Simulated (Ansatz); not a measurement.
# AlCo3: tests of the settings

Aim, for AlCo3: sweep the fraction of exact exchange in HSE06.

Program: Ansatz 0.2.0. Level of theory: DFT PBEsol, scalar-relativistic, plane waves, PAW for the base; runs at other levels say so in their headings and inputs. These are calculated values, not measurements.

1 further run of the same task is left out (set aside as unsound or not needed). Runs told in other sessions of the task aren't counted.

## 1. The starting structure

Symmetry: Pm-3m, No. 221, cubic system. Conventional cell: a = 3.575 Å, b = 3.575 Å, c = 3.575 Å, α = 90.00°, β = 90.00°, γ = 90.00°. Al (site symmetry m-3m) has 12 Co at 2.53 Å in its first shell of neighbours. Co (site symmetry 4/mmm) has 4 Al at 2.53 Å and 8 Co at 2.53 Å in its first shell of neighbours.

Coordinates:

```
CELL_PARAMETERS angstrom
3.57495 0.00000 0.00000
0.00000 3.57495 0.00000
0.00000 0.00000 3.57495
ATOMIC_POSITIONS crystal
Al 0.00000 0.00000 0.00000
Co 0.50000 0.50000 0.00000
Co 0.50000 0.00000 0.50000
Co 0.00000 0.50000 0.50000
```

The structure comes from the Materials Project (structure only); it is used as listed.

## 2. The base input

input.yaml

```yaml
crystal:
  lattice:
    - [3.574948, 0.0, 0.0]
    - [0.0, 3.574948, 0.0]
    - [0.0, 0.0, 3.574948]
  atoms:
    - { symbol: Al, position: [0.0, 0.0, 0.0] }
    - { symbol: Co, position: [0.5, 0.5, 0.0], spin: 1.46 }
    - { symbol: Co, position: [0.5, 0.0, 0.5], spin: 1.46 }
    - { symbol: Co, position: [0.0, 0.5, 0.5], spin: 1.46 }
basis:
  ecutwfc: 420
kpoints:
  mp_grid: { grid: [12, 12, 12] }
hamiltonian:
  xc: pbesol
scf:
  occupations: { method: gaussian, width: 0.1 }
output:
  forces: true
  stress: true
  eigenvalues: true
  populations: true
magnetization:
  spin_polarized: true
```

It was run beforehand and gave: -3951.0459 eV/atom at zero smearing, pressure -7.41 GPa, largest force 0.000 eV/Å, no gap on the mesh, site moments Al -0.06, Co +1.35 (×3) μB, in 14 SCF cycles and 24 s.

## 3. Fraction of exact exchange in HSE06: 0.05

input.yaml

```yaml
crystal:
  lattice:
    - [3.574948, 0.0, 0.0]
    - [0.0, 3.574948, 0.0]
    - [0.0, 0.0, 3.574948]
  atoms:
    - { symbol: Al, position: [0.0, 0.0, 0.0] }
    - { symbol: Co, position: [0.5, 0.5, 0.0], spin: 1.48 }
    - { symbol: Co, position: [0.5, 0.0, 0.5], spin: 1.48 }
    - { symbol: Co, position: [0.0, 0.5, 0.5], spin: 1.48 }
basis:
  ecutwfc: 420
kpoints:
  mp_grid: { grid: [6, 6, 6] }
hamiltonian:
  xc: { preset: hse06, exx: 0.05 }
scf:
  occupations: { method: gaussian, width: 0.1 }
output:
  forces: true
  stress: true
  eigenvalues: true
  populations: true
magnetization:
  spin_polarized: true
```

On the command line:

```sh
ansatz run input.yaml --threads 1 --pin off --max-ram 2560MiB --backend cpu --events-out ev --progress --plain --runs-dir out
```

Output (excerpt; [...] marks lines left out):

```text
Warning: output.stress: scf.convergence.dr2_threshold = 1e-7 eV (the SCF's general default) is looser than the 4e-10 eV advised for a printed stress (1e-10 eV for each atom of the cell: 4). What an SCF threshold leaves in a stress goes as its square root, and in the free energy as the [...]
Warning: output.stress: scf.exx.energy_threshold = 1e-6 eV is looser than the 4e-8 eV advised for a stress under a hybrid functional (1e-8 eV for each atom of the cell: 4). Every SCF of the exchange loop can meet its threshold on dr2 while the loop round them stops early: no threshold on [...]
Warning: RAYON_NUM_THREADS=1 ignored (pool sized by the plan → 1); use --threads N
[...]
Pseudopotentials: kind: paw
Pseudopotential: Al, paw, valence charge 3, recommended cutoff 420 eV (normal), Al.paw.azcp
Pseudopotential: Co, paw, valence charge 17, recommended cutoff 420 eV (normal), Co.paw.azcp
Functional definition: unnamed
[...]
Crystal: 4 atoms, lattice volume = 45.689 Å³
Basis set: ecut = 420 eV, 895 PW (Γ), exchange–correlation on 48×48×48 points (8 copies of the dense FFT grid, shifted against one another)
Bands: 36, of which v1, the nominal top of the filled ones, is band 27 counted from 1 (26 counted from 0)
Symmetry: 48 space group operations
Space group: Pm-3m (ITA 221), of the structure as read, at distance tolerance 3.6e-5 Å
Magnetic group: BNS 221.92 (UNI 1594), of the structure as read, at distance tolerance 3.6e-5 Å
k-points: 20 of 216
[...]
Starting moments: Σ|m| = 4.44 μB on 3 of 4 sites
[...]
SCF iter   1: F=—  HF=-15916.777031 eV  |F-HF|=—  |Δ(HF+E_count)|=         —  Δρ=2.15e-2 (↑1.76e-2 ↓2.15e-2)  dr2=6.04e-1  dr2_m=8.72e-2  M=3.783 μB ∫|m|=3.928 μB  β_m=0.30  ethr=1.12e-3  ⟨swp⟩=3.5  Hψ=7453  notcnv=0
[...]
hybrid outer 2: dexx = +1.301e-5 eV, tail = 1.86e-8 eV, Δε = 6.80e-3 eV (about 1.21e-4 eV left of the loop's levels)
this state was not tested for a lower state beside it, because the functional holds exact exchange (a hybrid, or Hartree-Fock), whose exchange loop this test does not read (fock_operator); the stability check (scf.self_checks: high) cannot read this state: a pseudopotential is PAW: the [...]
hybrid SCF converged: 2 outer / 15 inner (+19 warm-up), last move |dexx| = 1.30e-5 eV, tail = 1.86e-8 eV
Magnetization: 4.0340 μB (29.0170 up, 24.9830 down)
Absolute magnetization: 4.5662 μB (∫|ρ↑−ρ↓|, with the PAW one-centre terms)
Spin contamination: 0.1002 ħ² per cell (⟨S²⟩ above its minimum at these occupations)
Per-site moments (μB) at R_I (Å): [(-0.07239294801978031, 1.0427463639405803), (1.4281775757685617, 1.0427463639405803), (1.4281775757685604, 1.0427463639405803), (1.4281775757685613, 1.0427463639405803)]
Free energy (F): -15915.255168 eV
Frozen-core exchange: fock
[...]
E sigma→0 (E₀):  -15915.246904 eV
Entropy (-TS):   -0.016527 eV (-4.132 meV/atom)
Fermi energy:    16.223795 eV
[...]
--- Forces (eV/Å), atoms counted from 1 ---
  atom   1  Al     0.00000000     0.00000000    -0.00000000
  atom   2  Co     0.00000000    -0.00000000    -0.00000000
  atom   3  Co     0.00000000    -0.00000000     0.00000000
  atom   4  Co     0.00000000     0.00000000     0.00000000
[...]
--- Stress (GPa, compression-positive) ---
        0.600142       0.000000       0.000000
        0.000000       0.600142       0.000000
        0.000000       0.000000       0.600142
  P = ⅓ Tr σ = 0.6001 GPa (6.001 kbar)
--- Band table (eV; the first three rows and the last of 40) ---
[...]
--- Löwdin populations: 4 sites ---
  site symbol       q [e]    m [muB]
     0     Al      3.6081    -0.1761
     1     Co     16.6043     1.4320
     2     Co     16.6043     1.4320
     3     Co     16.6043     1.4320
  spilling = 0.010722 (of n_electrons = 54.000000)
```

It took 3 min on 1 thread of Intel Xeon at 2.70GHz, shared host; peak memory 1.9 GiB.

Result: -3978.8117 eV/atom at zero smearing, pressure 0.60 GPa and no gap on the mesh. Site moments in spheres: Al -0.07, Co +1.43 (×3) μB; cell moment 4.03 μB. The log warns that the count of filled bands differs between k-points; that the state wasn't tested for a lower one.

## 4. Fraction of exact exchange in HSE06: 0.1

input.yaml: that of step 3 with these lines changed.

```diff
@@ -15,3 +15,3 @@
 hamiltonian:
-  xc: { preset: hse06, exx: 0.05 }
+  xc: { preset: hse06, exx: 0.1 }
 scf:
```

On the command line:

```sh
ansatz run input.yaml --threads 1 --pin off --max-ram 2560MiB --backend cpu --events-out ev --progress --plain --runs-dir out
```

Output (excerpt; [...] marks lines left out):

```text
Warning: output.stress: scf.convergence.dr2_threshold = 1e-7 eV (the SCF's general default) is looser than the 4e-10 eV advised for a printed stress (1e-10 eV for each atom of the cell: 4). What an SCF threshold leaves in a stress goes as its square root, and in the free energy as the [...]
Warning: output.stress: scf.exx.energy_threshold = 1e-6 eV is looser than the 4e-8 eV advised for a stress under a hybrid functional (1e-8 eV for each atom of the cell: 4). Every SCF of the exchange loop can meet its threshold on dr2 while the loop round them stops early: no threshold on [...]
Warning: RAYON_NUM_THREADS=1 ignored (pool sized by the plan → 1); use --threads N
[...]
Pseudopotentials: kind: paw
Pseudopotential: Al, paw, valence charge 3, recommended cutoff 420 eV (normal), Al.paw.azcp
Pseudopotential: Co, paw, valence charge 17, recommended cutoff 420 eV (normal), Co.paw.azcp
Functional definition: unnamed
[...]
Crystal: 4 atoms, lattice volume = 45.689 Å³
Basis set: ecut = 420 eV, 895 PW (Γ), exchange–correlation on 48×48×48 points (8 copies of the dense FFT grid, shifted against one another)
[...]
Magnetization: 4.3929 μB (29.1965 up, 24.8035 down)
Absolute magnetization: 4.9901 μB (∫|ρ↑−ρ↓|, with the PAW one-centre terms)
Spin contamination: 0.1498 ħ² per cell (⟨S²⟩ above its minimum at these occupations)
Per-site moments (μB) at R_I (Å): [(-0.07107893218354651, 1.0427463639405803), (1.5568577100506864, 1.0427463639405803), (1.5568577100506864, 1.0427463639405803), (1.5568577100506873, 1.0427463639405803)]
Free energy (F): -15914.076630 eV
Frozen-core exchange: fock
[...]
E sigma→0 (E₀):  -15914.067414 eV
Entropy (-TS):   -0.018432 eV (-4.608 meV/atom)
Fermi energy:    16.354855 eV
[...]
--- Forces (eV/Å), atoms counted from 1 ---
  atom   1  Al    -0.00000000     0.00000000    -0.00000000
  atom   2  Co     0.00000000     0.00000000     0.00000000
  atom   3  Co     0.00000000    -0.00000000     0.00000000
  atom   4  Co     0.00000000     0.00000000     0.00000000
[...]
--- Stress (GPa, compression-positive) ---
        3.291726       0.000000       0.000000
        0.000000       3.291726      -0.000000
        0.000000       0.000000       3.291726
  P = ⅓ Tr σ = 3.2917 GPa (32.917 kbar)
--- Band table (eV; the first three rows and the last of 40) ---
[...]
--- Löwdin populations: 4 sites ---
  site symbol       q [e]    m [muB]
     0     Al      3.6657    -0.1685
     1     Co     16.5816     1.5594
     2     Co     16.5816     1.5594
     3     Co     16.5816     1.5594
  spilling = 0.010914 (of n_electrons = 54.000000)
```

Wall time 3.6 min (1 thread of Intel Xeon at 2.70GHz, shared host); peak memory 1.9 GiB.

Read-out: -3978.5169 eV/atom at zero smearing, pressure 3.29 GPa and no gap on the mesh. Site moments in spheres: Al -0.07, Co +1.56 (×3) μB; cell moment 4.39 μB. The log warns that the count of filled bands differs between k-points; that the state wasn't tested for a lower one.

## 5. Fraction of exact exchange in HSE06 set to 0.25

input.yaml: that of step 4 with these lines changed.

```diff
@@ -15,3 +15,3 @@
 hamiltonian:
-  xc: { preset: hse06, exx: 0.1 }
+  xc: { preset: hse06, exx: 0.25 }
 scf:
```

On the command line:

```sh
ansatz run input.yaml --threads 1 --pin off --max-ram 2560MiB --backend cpu --events-out ev --progress --plain --runs-dir out
```

Output (excerpt; [...] marks lines left out):

```text
Warning: output.stress: scf.convergence.dr2_threshold = 1e-7 eV (the SCF's general default) is looser than the 4e-10 eV advised for a printed stress (1e-10 eV for each atom of the cell: 4). What an SCF threshold leaves in a stress goes as its square root, and in the free energy as the [...]
Warning: output.stress: scf.exx.energy_threshold = 1e-6 eV is looser than the 4e-8 eV advised for a stress under a hybrid functional (1e-8 eV for each atom of the cell: 4). Every SCF of the exchange loop can meet its threshold on dr2 while the loop round them stops early: no threshold on [...]
Warning: RAYON_NUM_THREADS=1 ignored (pool sized by the plan → 1); use --threads N
[...]
Pseudopotentials: kind: paw
Pseudopotential: Al, paw, valence charge 3, recommended cutoff 420 eV (normal), Al.paw.azcp
Pseudopotential: Co, paw, valence charge 17, recommended cutoff 420 eV (normal), Co.paw.azcp
Functional definition: unnamed
[...]
Crystal: 4 atoms, lattice volume = 45.689 Å³
Basis set: ecut = 420 eV, 895 PW (Γ), exchange–correlation on 48×48×48 points (8 copies of the dense FFT grid, shifted against one another)
[...]
Magnetization: 4.8446 μB (29.4223 up, 24.5777 down)
Absolute magnetization: 5.8109 μB (∫|ρ↑−ρ↓|, with the PAW one-centre terms)
Spin contamination: 0.3312 ħ² per cell (⟨S²⟩ above its minimum at these occupations)
Per-site moments (μB) at R_I (Å): [(-0.09372276301842618, 1.0427463639405803), (1.7632876198391596, 1.0427463639405803), (1.763287619839158, 1.0427463639405803), (1.7632876198391603, 1.0427463639405803)]
Free energy (F): -15911.584925 eV
Frozen-core exchange: fock
[...]
E sigma→0 (E₀):  -15911.581845 eV
Entropy (-TS):   -0.006160 eV (-1.540 meV/atom)
Fermi energy:    16.158960 eV
[...]
--- Forces (eV/Å), atoms counted from 1 ---
  atom   1  Al    -0.00000000    -0.00000000     0.00000000
  atom   2  Co     0.00000000    -0.00000000     0.00000000
  atom   3  Co    -0.00000000    -0.00000000     0.00000000
  atom   4  Co     0.00000000     0.00000000    -0.00000000
[...]
--- Stress (GPa, compression-positive) ---
        7.866006       0.000000       0.000000
        0.000000       7.866006       0.000000
        0.000000       0.000000       7.866006
  P = ⅓ Tr σ = 7.8660 GPa (78.660 kbar)
--- Band table (eV; the first three rows and the last of 40) ---
[...]
--- Löwdin populations: 4 sites ---
  site symbol       q [e]    m [muB]
     0     Al      3.7411    -0.2245
     1     Co     16.5499     1.7576
     2     Co     16.5499     1.7576
     3     Co     16.5499     1.7576
  spilling = 0.011280 (of n_electrons = 54.000000)
```

Wall time 3.9 min (1 thread of Intel Xeon at 2.70GHz, shared host); peak memory 1.9 GiB.

Result: -3977.8955 eV/atom at zero smearing, pressure 7.87 GPa and no gap on the mesh. Site moments in spheres: Al -0.09, Co +1.76 (×3) μB; cell moment 4.84 μB. The log warns that the count of filled bands differs between k-points; that the state wasn't tested for a lower one.

## 6. Fraction of exact exchange in HSE06: 0.35

input.yaml: that of step 5 with these lines changed.

```diff
@@ -15,3 +15,3 @@
 hamiltonian:
-  xc: { preset: hse06, exx: 0.25 }
+  xc: { preset: hse06, exx: 0.35 }
 scf:
```

On the command line:

```sh
ansatz run input.yaml --threads 1 --pin off --max-ram 2560MiB --backend cpu --events-out ev --progress --plain --runs-dir out
```

Output (excerpt; [...] marks lines left out):

```text
Warning: output.stress: scf.convergence.dr2_threshold = 1e-7 eV (the SCF's general default) is looser than the 4e-10 eV advised for a printed stress (1e-10 eV for each atom of the cell: 4). What an SCF threshold leaves in a stress goes as its square root, and in the free energy as the [...]
Warning: output.stress: scf.exx.energy_threshold = 1e-6 eV is looser than the 4e-8 eV advised for a stress under a hybrid functional (1e-8 eV for each atom of the cell: 4). Every SCF of the exchange loop can meet its threshold on dr2 while the loop round them stops early: no threshold on [...]
Warning: RAYON_NUM_THREADS=1 ignored (pool sized by the plan → 1); use --threads N
[...]
Pseudopotentials: kind: paw
Pseudopotential: Al, paw, valence charge 3, recommended cutoff 420 eV (normal), Al.paw.azcp
Pseudopotential: Co, paw, valence charge 17, recommended cutoff 420 eV (normal), Co.paw.azcp
Functional definition: unnamed
[...]
Crystal: 4 atoms, lattice volume = 45.689 Å³
Basis set: ecut = 420 eV, 895 PW (Γ), exchange–correlation on 48×48×48 points (8 copies of the dense FFT grid, shifted against one another)
[...]
Magnetization: 4.8055 μB (29.4028 up, 24.5972 down)
Absolute magnetization: 6.1058 μB (∫|ρ↑−ρ↓|, with the PAW one-centre terms)
Spin contamination: 0.4769 ħ² per cell (⟨S²⟩ above its minimum at these occupations)
Per-site moments (μB) at R_I (Å): [(-0.12201577251670302, 1.0427463639405803), (1.799444530148688, 1.0427463639405803), (1.7994445301486863, 1.0427463639405803), (1.7994445301486872, 1.0427463639405803)]
Free energy (F): -15910.300555 eV
Frozen-core exchange: fock
[...]
E sigma→0 (E₀):  -15910.298454 eV
Entropy (-TS):   -0.004203 eV (-1.051 meV/atom)
Fermi energy:    15.907593 eV
[...]
--- Forces (eV/Å), atoms counted from 1 ---
  atom   1  Al    -0.00000000     0.00000000    -0.00000000
  atom   2  Co     0.00000000     0.00000000     0.00000000
  atom   3  Co    -0.00000000    -0.00000000     0.00000000
  atom   4  Co     0.00000000    -0.00000000     0.00000000
[...]
--- Stress (GPa, compression-positive) ---
        9.251501      -0.000000       0.000000
       -0.000000       9.251501       0.000000
        0.000000       0.000000       9.251501
  P = ⅓ Tr σ = 9.2515 GPa (92.515 kbar)
--- Band table (eV; the first three rows and the last of 40) ---
[...]
--- Löwdin populations: 4 sites ---
  site symbol       q [e]    m [muB]
     0     Al      3.7519    -0.3178
     1     Co     16.5440     1.7938
     2     Co     16.5440     1.7938
     3     Co     16.5440     1.7938
  spilling = 0.011408 (of n_electrons = 54.000000)
```

It took 5.5 min on 1 thread of Intel Xeon at 2.70GHz, shared host; peak memory 1.9 GiB.

This run gives -3977.5746 eV/atom at zero smearing, pressure 9.25 GPa and no gap on the mesh. Site moments in spheres: Al -0.12, Co +1.80 (×3) μB; cell moment 4.81 μB. The log warns that the count of filled bands differs between k-points; that the state wasn't tested for a lower one.

## 7. What the fraction of exact exchange in HSE06 changes

The atoms stay where they are; pressure is positive in compression. Site moments are spin moments in atom-centred spheres that scale with the neighbour distance.

```tsv
fraction of exact exchange in HSE06	gap on the mesh (eV)	pressure (GPa)	site moments (μB)	CPU time	time against the first
0.05	metal	0.6	Al -0.07, Co +1.43 (×3)	3 min	1
0.1	metal	3.3	Al -0.07, Co +1.56 (×3)	3.6 min	1.2
0.25	metal	7.9	Al -0.09, Co +1.76 (×3)	3.9 min	1.3
0.35	metal	9.3	Al -0.12, Co +1.80 (×3)	5.5 min	1.8
```

CPU times come from a shared host, so they are rough.

## 8. Results

| quantity | value |
| --- | --- |
| gap on the mesh (eV) by fraction of exact exchange in HSE06 | 0.05: metal; 0.1: metal; 0.25: metal; 0.35: metal |

**Reading.** No run finds a gap on its mesh. The largest site moment goes from 1.43 μB (0.05) to 1.80 μB (0.35). The magnetic state reached may not be the lowest one.
